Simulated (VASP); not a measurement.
Sb, 2 atoms in the cell. Symmetry: P2_1/m, No. 11, monoclinic system. The conventional cell has a = 3.122 Å, b = 4.348 Å, c = 4.406 Å, α = 90.00°, β = 90.51°, γ = 90.00°. Around Sb (site symmetry m) lie 6 Sb at 3.04 to 3.15 Å. This isn't the form of Sb at room conditions, which is rhombohedral.

* Program: VASP 6.6.1
* Task: relaxation of cell and atoms
* Functional: LDA
* Potentials or basis: VASP PAW LDA potentials, release 64 (Sb)
* Cutoff: 600 eV
* k mesh: 14 × 10 × 10
* Occupations: gaussian, width 0.1 eV
* Spin: no spin polarisation
* Further INCAR settings: ALGO = Normal; EDIFF = 1e-07; IBRION = 2; EDIFFG = -0.005; NSW = 90; ISIF = 3

Potentials or basis: VASP PAW LDA potentials, release 64 (Sb).

Launch:

```console
$ cat potpaw_LDA.64/Sb/POTCAR > POTCAR
$ mpirun -np 1 vasp_std > vasp.out
```

Hardware: 1 thread of AMD EPYC 9R45 96-Core Processor (Zen 5) (shared host).

Problem. Estimate the wall time of this run.

Solution. Run time: 16 min on 1 thread of AMD EPYC 9R45 96-Core Processor (Zen 5), on a shared host, peak memory 0.37 GiB. Counts: scf iterations 107, k points 432, ion steps 20.
